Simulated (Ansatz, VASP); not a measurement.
**One calculation of As, two programs**

Contents of INCAR:

```
SYSTEM = As
PREC = Accurate
ENCUT = 520
EDIFF = 1E-6
ISMEAR = -1
SIGMA = 0.05
LREAL = .FALSE.
LASPH = .TRUE.
NELM = 60
ALGO = Normal
ISIF = 2
LWAVE = .FALSE.
LCHARG = .TRUE.
GGA = PE
LELF = .TRUE.
LVHAR = .TRUE.
NBANDS = 12
```

Contents of KPOINTS:

```
Automatic mesh
0
G
  7 7 7
  0 0 0
```

Contents of POSCAR:

```
As
1.0
    1.8055650228      1.0424434519      3.5140619945
   -1.8055650228      1.0424434519      3.5140619945
    0.0000000000     -2.0848869038      3.5140619945
As
2
Direct
    0.2260000000      0.2260000000      0.2260000000
    0.7740000000      0.7740000000      0.7740000000
```

input.yaml

```yaml
crystal:
  lattice:
    - [1.8055650228, 1.0424434519, 3.5140619945]
    - [-1.8055650228, 1.0424434519, 3.5140619945]
    - [0.0, -2.0848869038, 3.5140619945]
  atoms:
    - { symbol: As, position: [0.226, 0.226, 0.226] }
    - { symbol: As, position: [0.774, 0.774, 0.774] }
hamiltonian:
  xc: pbe
  pseudopotentials: { kind: paw }
kpoints:
  mp_grid: { grid: [7, 7, 7] }
scf:
  occupations: { method: fermi_dirac, width: 0.05 }
output:
  forces: true
  stress: true
  eigenvalues: true
```

Alike in both runs: task single point; functional PBE; k mesh 7 × 7 × 7; occupations fermi-dirac, width 0.05 eV; no spin polarisation.

|  | VASP | Ansatz |
| --- | --- | --- |
| version | VASP 6.6.1 | Ansatz 0.2.0 |
| potentials or method | VASP PAW PBE potentials, release 64 (As) | Ansatz PAW |
| plane-wave cutoff (eV) | 520 | 420 |
| valence electrons in the cell | 10 | 30 |

VASP gave:

- gap on the k mesh at the Fermi level (eV): none
- pressure (GPa): 13.2
- largest component of the traceless stress (GPa): 3.49
- rms of the force components (eV/Å): 0.605

Q: Which values does Ansatz return?

A: gap on the k mesh at the Fermi level (eV): none; pressure (GPa): 12.6; largest component of the traceless stress (GPa): 3.35; rms of the force components (eV/Å): 0.552.

Atom by atom the forces differ by 0.053 eV/Å (rms over components). A gap of «none» marks a metal or a gap that the smearing closes. With one functional, cell and mesh, what is left measures potentials, basis and numerics. The two sets of potentials don't hold the same shells in valence.

Caveats: forces of over 1 eV/Å show positions far from the minimum, so gaps and moduli don't describe the material at rest (VASP).
